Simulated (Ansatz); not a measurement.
# TePb (Fm-3m) in Ansatz: notebook, part 2 of 2

Ansatz 0.2.0. Earlier steps stand in the parts before.

## (3) Band structure, revPBE

Contents of input.yaml:

```yaml
crystal:
  lattice:
    - [0.0, 3.231, 3.231]
    - [3.231, 0.0, 3.231]
    - [3.231, 3.231, 0.0]
  atoms:
    - { symbol: Pb, position: [0.0, 0.0, 0.0] }
    - { symbol: Te, position: [0.5, 0.5, 0.5] }
hamiltonian:
  xc: revpbe
  pseudopotentials: { kind: paw }
kpoints:
  mp_grid: { grid: [7, 7, 7] }
  band_path:
    path:
      - [[0.0, 0.0, 0.0], [0.5, 0.0, 0.5], [0.5, 0.25, 0.75], [0.375, 0.375, 0.75], [0.0, 0.0, 0.0], [0.5, 0.5, 0.5], [0.625, 0.25, 0.625], [0.5, 0.25, 0.75], [0.5, 0.5, 0.5], [0.375, 0.375, 0.75]]
      - [[0.625, 0.25, 0.625], [0.5, 0.0, 0.5]]
    npoints: 14
scf:
  occupations: { method: fermi_dirac, width: 0.05 }
  n_extra_bands: 6
output:
  forces: true
  stress: true
  eigenvalues: true
  fatbands: true
```

Potentials or basis: Ansatz PAW.

Launch:

```console
$ ansatz run input.yaml --threads 2 --pin off --max-ram 5120MiB --backend cpu --events-out ev --progress --plain --runs-dir out
```

Run time: 3.9 s. Hardware: 2 threads of Arm Neoverse V2, shared host; peak memory 0.37 GiB.

The run converged. Its results:

| Quantity | Value |
| --- | --- |
| Free energy | -18904.3428 eV |
| Pressure | 3.2 GPa |
| Band gap along the path | 0.78 eV, direct |

Levels at the corners of the path, in eV from the Fermi level:
```csv
point,band 12,band 13,band 14,band 15,band 16,band 17,band 18,band 19
Γ,-6.00,-1.79,-1.79,-1.79,3.67,3.67,3.67,5.40
X,-7.70,-4.92,-3.24,-3.24,2.90,5.06,5.06,6.30
W,-8.39,-4.21,-4.21,-0.80,1.27,4.82,4.82,6.45
K,-8.37,-4.54,-2.74,-2.51,3.17,3.37,4.74,5.54
Γ,-6.00,-1.79,-1.79,-1.79,3.67,3.67,3.67,5.40
L,-9.00,-1.34,-1.34,-0.43,0.35,0.86,0.86,8.02
U,-8.37,-4.54,-2.74,-2.51,3.17,3.37,4.74,5.54
W,-8.39,-4.21,-4.21,-0.80,1.27,4.82,4.82,6.45
L,-9.00,-1.34,-1.34,-0.43,0.35,0.86,0.86,8.02
K,-8.37,-4.54,-2.74,-2.51,3.17,3.37,4.74,5.54
U,-8.37,-4.54,-2.74,-2.51,3.17,3.37,4.74,5.54
X,-7.70,-4.92,-3.24,-3.24,2.90,5.06,5.06,6.30
```

Caveat: this odd mesh misses L, where the gap lies, so gap, dielectric constants and Born charges aren't listed; spin-orbit coupling is left out, which moves the levels of the heavy elements; the PAW data sets come from PBE, with cores solved anew for the run's functional, which leaves a small shift of forces and pressure.

## (4) Single point, BLYP, 31.71 Å³/atom (volume scaled by 0.94)

Contents of input.yaml:

```yaml
crystal:
  lattice:
    - [0.0, 3.1650427173, 3.1650427173]
    - [3.1650427173, 0.0, 3.1650427173]
    - [3.1650427173, 3.1650427173, 0.0]
  atoms:
    - { symbol: Pb, position: [0.0, 0.0, 0.0] }
    - { symbol: Te, position: [0.5, 0.5, 0.5] }
hamiltonian:
  xc: blyp
  pseudopotentials: { kind: paw }
kpoints:
  mp_grid: { grid: [7, 7, 7] }
scf:
  occupations: { method: fermi_dirac, width: 0.05 }
output:
  forces: true
  stress: true
  eigenvalues: true
```

Launch:

```console
$ ansatz run input.yaml --threads 2 --pin off --max-ram 5120MiB --backend cpu --events-out ev --progress --plain --runs-dir out
```

Run time: 0.83 s. Hardware: 2 threads of Arm Neoverse V2, shared host; peak memory 0.33 GiB.

It converged, with:

```yaml
Free_energy: -18932.4733 eV
Pressure: 9.2 GPa
```

Caveat: this odd mesh misses L, where the gap lies, so gap, dielectric constants and Born charges aren't listed; the PAW data sets come from PBE, with cores solved anew for the run's functional, which leaves a small shift of forces and pressure.

## (5) Single point, BLYP, 32.38 Å³/atom (volume scaled by 0.96)

input.yaml, as its differences from that of step 4:

```diff
@@ -2,5 +2,5 @@
   lattice:
-    - [0.0, 3.1650427173, 3.1650427173]
-    - [3.1650427173, 0.0, 3.1650427173]
-    - [3.1650427173, 3.1650427173, 0.0]
+    - [0.0, 3.1873324849, 3.1873324849]
+    - [3.1873324849, 0.0, 3.1873324849]
+    - [3.1873324849, 3.1873324849, 0.0]
   atoms:
```

Launch:

```console
$ ansatz run input.yaml --threads 2 --pin off --max-ram 5120MiB --backend cpu --events-out ev --progress --plain --runs-dir out
```

Wall time 0.83 s (2 threads of Arm Neoverse V2, shared host); peak memory 0.33 GiB.

It converged, with:

- Free energy: -18932.5444 eV
- Pressure: 7.7 GPa

Caveat: this odd mesh misses L, where the gap lies, so gap, dielectric constants and Born charges aren't listed; the PAW data sets come from PBE, with cores solved anew for the run's functional, which leaves a small shift of forces and pressure.

## (6) Single point, BLYP, 33.05 Å³/atom (volume scaled by 0.98)

input.yaml, as its differences from that of step 5:

```diff
@@ -2,5 +2,5 @@
   lattice:
-    - [0.0, 3.1873324849, 3.1873324849]
-    - [3.1873324849, 0.0, 3.1873324849]
-    - [3.1873324849, 3.1873324849, 0.0]
+    - [0.0, 3.2093147829, 3.2093147829]
+    - [3.2093147829, 0.0, 3.2093147829]
+    - [3.2093147829, 3.2093147829, 0.0]
   atoms:
```

Potentials or basis: Ansatz PAW.

Launch:

```console
$ ansatz run input.yaml --threads 2 --pin off --max-ram 5120MiB --backend cpu --events-out ev --progress --plain --runs-dir out
```

Wall time 0.83 s (2 threads of Arm Neoverse V2, shared host); peak memory 0.33 GiB.

The run converged. Its results:

* Free energy: -18932.6042 eV
* Pressure: 6.5 GPa

Caveat: this odd mesh misses L, where the gap lies, so gap, dielectric constants and Born charges aren't listed; the PAW data sets come from PBE, with cores solved anew for the run's functional, which leaves a small shift of forces and pressure.

## (7) Single point, BLYP, 33.73 Å³/atom

input.yaml, as its differences from that of step 6:

```diff
@@ -2,5 +2,5 @@
   lattice:
-    - [0.0, 3.2093147829, 3.2093147829]
-    - [3.2093147829, 0.0, 3.2093147829]
-    - [3.2093147829, 3.2093147829, 0.0]
+    - [0.0, 3.231, 3.231]
+    - [3.231, 0.0, 3.231]
+    - [3.231, 3.231, 0.0]
   atoms:
```

Launch:

```console
$ ansatz run input.yaml --threads 2 --pin off --max-ram 5120MiB --backend cpu --events-out ev --progress --plain --runs-dir out
```

Run time: 0.84 s. Hardware: 2 threads of Arm Neoverse V2, shared host; peak memory 0.33 GiB.

It converged, with:

```yaml
Free_energy: -18932.6538 eV
Pressure: 5.3 GPa
```

Caveat: this odd mesh misses L, where the gap lies, so gap, dielectric constants and Born charges aren't listed; the PAW data sets come from PBE, with cores solved anew for the run's functional, which leaves a small shift of forces and pressure.

## (8) Single point, BLYP, 34.40 Å³/atom (volume scaled by 1.02)

input.yaml, as its differences from that of step 7:

```diff
@@ -2,5 +2,5 @@
   lattice:
-    - [0.0, 3.231, 3.231]
-    - [3.231, 0.0, 3.231]
-    - [3.231, 3.231, 0.0]
+    - [0.0, 3.2523979746, 3.2523979746]
+    - [3.2523979746, 0.0, 3.2523979746]
+    - [3.2523979746, 3.2523979746, 0.0]
   atoms:
```

Launch:

```console
$ ansatz run input.yaml --threads 2 --pin off --max-ram 5120MiB --backend cpu --events-out ev --progress --plain --runs-dir out
```

It took 0.9 s on 2 threads of Arm Neoverse V2, shared host; peak memory 0.33 GiB.

It converged, with:

- Free energy: -18932.6941 eV
- Pressure: 4.3 GPa

Caveat: this odd mesh misses L, where the gap lies, so gap, dielectric constants and Born charges aren't listed; the PAW data sets come from PBE, with cores solved anew for the run's functional, which leaves a small shift of forces and pressure.

## (9) Single point, BLYP, 35.08 Å³/atom (volume scaled by 1.04)

input.yaml, as its differences from that of step 8:

```diff
@@ -2,5 +2,5 @@
   lattice:
-    - [0.0, 3.2523979746, 3.2523979746]
-    - [3.2523979746, 0.0, 3.2523979746]
-    - [3.2523979746, 3.2523979746, 0.0]
+    - [0.0, 3.2735180337, 3.2735180337]
+    - [3.2735180337, 0.0, 3.2735180337]
+    - [3.2735180337, 3.2735180337, 0.0]
   atoms:
```

Potentials or basis: Ansatz PAW.

Launch:

```console
$ ansatz run input.yaml --threads 2 --pin off --max-ram 5120MiB --backend cpu --events-out ev --progress --plain --runs-dir out
```

It took 0.9 s on 2 threads of Arm Neoverse V2, shared host; peak memory 0.33 GiB.

The run converged. Its results:

| Quantity | Value |
| --- | --- |
| Free energy | -18932.7262 eV |
| Pressure | 3.3 GPa |

Caveat: this odd mesh misses L, where the gap lies, so gap, dielectric constants and Born charges aren't listed; the PAW data sets come from PBE, with cores solved anew for the run's functional, which leaves a small shift of forces and pressure.

## (10) Single point, BLYP, 35.75 Å³/atom (volume scaled by 1.06)

input.yaml, as its differences from that of step 9:

```diff
@@ -2,5 +2,5 @@
   lattice:
-    - [0.0, 3.2735180337, 3.2735180337]
-    - [3.2735180337, 0.0, 3.2735180337]
-    - [3.2735180337, 3.2735180337, 0.0]
+    - [0.0, 3.2943690292, 3.2943690292]
+    - [3.2943690292, 0.0, 3.2943690292]
+    - [3.2943690292, 3.2943690292, 0.0]
   atoms:
@@ -19 +19,5 @@
   eigenvalues: true
+  write_density: true
+  write_potential: true
+  elf: true
+  volumetric_format: npy
```

Launch:

```console
$ ansatz run input.yaml --threads 2 --pin off --max-ram 5120MiB --backend cpu --events-out ev --progress --plain --runs-dir out
```

Run time: 1.2 s. Hardware: 2 threads of Arm Neoverse V2, shared host; peak memory 0.34 GiB.

It converged, with:

| Item | Value |
| --- | --- |
| Free energy | -18932.7506 eV |
| Pressure | 2.5 GPa |

Caveat: this odd mesh misses L, where the gap lies, so gap, dielectric constants and Born charges aren't listed; the PAW data sets come from PBE, with cores solved anew for the run's functional, which leaves a small shift of forces and pressure.

## (11) Equation of state, BLYP

No new run: the results of the series are fitted here.

What came out:

- Equilibrium volume: 38.21 Å³/atom (rough: see the caveat)
- Bulk modulus: 32 GPa (rough)

Energy against volume, from the lowest point:
```
volume (Å³/atom)  energy (meV/atom)
          31.706             138.63
          32.380             103.08
          33.055              73.20
          33.730              48.41
          34.404              28.23
          35.079              12.23
          35.753               0.00
```

Caveat: the potentials were made for another functional, which shifts forces and pressure; this odd mesh misses L, where the gap lies, so gap, dielectric constants and Born charges aren't listed; the minimum lies outside the volumes run. Spin-orbit coupling is left out, which matters for the levels of Pb, Te.

## (12) Summary

| task | level | k mesh | smearing | atoms under strain | points for each segment of the path | pressure (GPa) |
| --- | --- | --- | --- | --- | --- | --- |
| elastic constants | PBEsol | 6 × 6 × 6 | fixed | relaxed | - | -0.4 |
| band structure | revPBE | 7 × 7 × 7 | fermi-dirac 0.05 eV | - | 14 | 3.2 |
| equation of state | BLYP | 7 × 7 × 7 | fermi-dirac 0.05 eV | - | - | - |

Alike in all rows: potentials or basis Ansatz PAW; no spin polarisation; cell as given; cutoff (eV) 420.

Caveats: the PAW data sets come from PBE, with cores solved anew for the run's functional, which leaves a small shift of forces and pressure (some runs); spin-orbit coupling is left out, which as a rule narrows the gap of such compounds by several tenths of an eV (some runs); spin-orbit coupling is left out, which moves the levels of the heavy elements (some runs); the potentials were made for another functional, which shifts forces and pressure (some runs); the minimum lies outside the volumes run (some runs).

Absolute energies hang on the potentials; compare differences alone.

## (13) How close it comes

Step 2. Against the measured gap of TePb, 0.19 eV (direct; 4.2 K; a printed reference work, monograph), the calculated 0.66 eV is off by +0.47 eV. Spin-orbit coupling on Pb, Te is left out. The value is that of PBEsol on a finite k mesh, which can miss the band edges, without temperature or zero-point motion.

Step 3. Measured gap of TePb: 0.19 eV (direct; 4.2 K; a printed reference work, monograph). This calculation gives 0.78 eV (+0.59 eV). Spin-orbit coupling on Pb, Te is left out. The value is that of revPBE, without temperature or zero-point motion.
